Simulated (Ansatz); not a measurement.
# HfO2: the cost of one run

Program: Ansatz 0.2.0. Level of theory: DFT r2SCAN, scalar-relativistic, plane waves, PAW. These are calculated values, not measurements.

1 further run of the same task is left out (set aside as unsound or not needed). Runs told in other sessions of the task aren't counted.

## 1. The system as given

The structure is tetragonal, space group P4_2/mnm (No. 136). Conventional cell: a = 4.838 Å, b = 4.838 Å, c = 3.220 Å, α = 90.00°, β = 90.00°, γ = 90.00°. Hf (site symmetry mmm) is surrounded by 6 O at 2.09 Å. O (site symmetry m2m) is surrounded by 3 Hf at 2.09 Å.

Structure file:

```
CELL_PARAMETERS angstrom
4.83820 0.00000 0.00000
0.00000 4.83820 0.00000
0.00000 0.00000 3.22035
ATOMIC_POSITIONS crystal
Hf 0.00000 0.00000 0.00000
Hf 0.50000 0.50000 0.50000
O 0.19492 0.80508 0.50000
O 0.30508 0.30508 0.00000
O 0.69492 0.69492 0.00000
O 0.80508 0.19492 0.50000
```

It goes back to an entry of the Materials Project, which need not be the stable form.

This cell was relaxed beforehand with the same method: volume 12.56 Å³/atom, gap on the mesh 4.53 eV.

## 2. The reference cell

Reference values: F = -33752.6216 eV; pressure 0.00 GPa; largest force 0.000 eV/Å; gap on the mesh 4.53 eV. It was computed beforehand with the settings of the runs below.

## 3. The scan: a frozen normal mode

Mode 12 of the phonon run on this cell, counted from the lowest, is frozen in: each atom moves by x times its row below, so x is the largest displacement.

```
atom     ux     uy      uz
 Hf1  0.000  0.000  -0.063
 Hf2  0.000  0.000   0.063
  O3  0.000  0.000   1.000
  O4  0.000  0.000  -1.000
  O5  0.000  0.000  -1.000
  O6  0.000  0.000   1.000
```

## 4. x = -0.300 Å

input.yaml

```yaml
crystal:
  lattice:
    - [4.8382036345, 0.0, 0.0]
    - [0.0, 4.8382036345, 0.0]
    - [0.0, 0.0, 3.2203479159]
  atoms:
    - { symbol: Hf, position: [0.0, 0.0, 0.0058657215] }
    - { symbol: Hf, position: [0.5, 0.5, 0.4941342785] }
    - { symbol: O, position: [0.194919183, 0.805080817, 0.4068423637] }
    - { symbol: O, position: [0.305080817, 0.305080817, 0.0931576363] }
    - { symbol: O, position: [0.694919183, 0.694919183, 0.0931576363] }
    - { symbol: O, position: [0.805080817, 0.194919183, 0.4068423637] }
basis:
  ecutwfc: 500
kpoints:
  mp_grid: { grid: [6, 6, 8] }
hamiltonian:
  xc: r2scan
scf:
  occupations: { method: gaussian, width: 0.05 }
output:
  forces: true
  stress: true
  eigenvalues: true
```

The run is started by

```sh
$ ansatz run input.yaml --threads 2 --pin off --max-ram 5120MiB --backend cpu --events-out ev --progress --plain --runs-dir out
```

What time and memory should one allow on 2 threads of Intel Xeon 6975P-C (Granite Rapids), shared host?

About 7.2 s, with a peak of 0.58 GiB.
